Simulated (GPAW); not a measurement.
Au:

```
Au
1.0
     2.74841    0.00000    0.00000
     0.00000    2.74841    0.00000
     0.00000    0.00000    2.74841
Au
1
Direct
  0.50000 0.50000 0.50000
```

The cell was built by a generator and needn't be a form met in nature.

| Quantity | Value |
| --- | --- |
| Program | GPAW 26.7.0 |
| Task | relaxation of cell and atoms |
| Functional | PBEsol |
| Dispersion | D3(BJ) |
| Potentials or basis | PAW data sets generated in the run's folder for this functional |
| Cutoff | 600 eV |
| Basis | pw |
| k mesh | 10 × 10 × 10 |
| Occupations | fermi-dirac, width 0.05 eV |
| Spin | no spin polarisation |

At the start: pressure -8.4 GPa; volume 20.76 Å³/atom.

Where does the relaxation end?

Over 4 steps the energy falls by 42.3 meV/atom and the volume is 19.27 Å³/atom (-7.2 %); space group Pm-3m (No. 221, to 0.05 Å).

Step by step:
| step | energy change (eV) | largest force (eV/Å) | pressure (GPa) | volume (Å³) |
| --- | --- | --- | --- | --- |
| 1 | 0.0000 | 0.0000 | -8.45 | 20.76 |
| 2 | -0.0359 | 0.0000 | -3.61 | 19.81 |
| 3 | -0.0421 | 0.0000 | 0.62 | 19.18 |
| 4 | -0.0423 | 0.0000 | -0.05 | 19.27 |

Final structure:
```
Au
1.0
     2.68087    0.00000    0.00000
     0.00000    2.68087    0.00000
     0.00000    0.00000    2.68087
Au
1
Direct
  0.50000 0.50000 0.50000
```

Caveat: with this Au data set, volumes or pressures lay over 1.5 % or 2 GPa off other programs in two to four cells of ten; later steps reuse the first step's grids; pairwise dispersion overbinds metals, which lowers pressure and volume.
